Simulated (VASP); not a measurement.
Here is a VASP 6.6.1 calculation.

INCAR

```
  ALGO = Normal
  EDIFF = 1E-6
  EDIFFG = -0.005
  ENCUT = 600
  IBRION = 2
  ISIF = 3
  ISMEAR = -1
  ISPIN = 2
  LASPH = True
  LCHARG = False
  LMAXMIX = 4
  LORBIT = 11
  LREAL = False
  LWAVE = False
  MAGMOM = 2 0
  NELM = 150
  NSW = 60
  PREC = Accurate
  SIGMA = 0.05
```

File KPOINTS:

```
k-points
0
Gamma
  10 10 10
```

The input POSCAR:

```
CoO
1.0
   -1.5080000000      1.5080000000      2.1072475377
    1.5080000000     -1.5080000000      2.1072475377
    1.5080000000      1.5080000000     -2.1072475377
Co O
1 1
Direct
    0.0000000000      0.0000000000      0.0000000000
    0.5000000000      0.5000000000      0.0000000000
```

Potentials or basis: VASP PAW LDA potentials, release 64 (Co, O).

Command:

```console
$ cat potpaw_LDA.64/Co/POTCAR potpaw_LDA.64/O/POTCAR > POTCAR
$ mpirun -np 1 vasp_std > vasp.out
```

(1) What does it give for the net moment?

(2) What does it give for the relaxed volume?

(3) What does it give for the site moments?

Results:

(1) 2.09 μB per cell.

(2) 8.42 Å³/atom.

(3) Co +1.88; O +0.18 μB.

Caveat: the volume moved by -12 % from the deposited cell, more than functionals usually miss; a cell with one magnetic atom can't hold antiferromagnetic order, which such compounds often take.
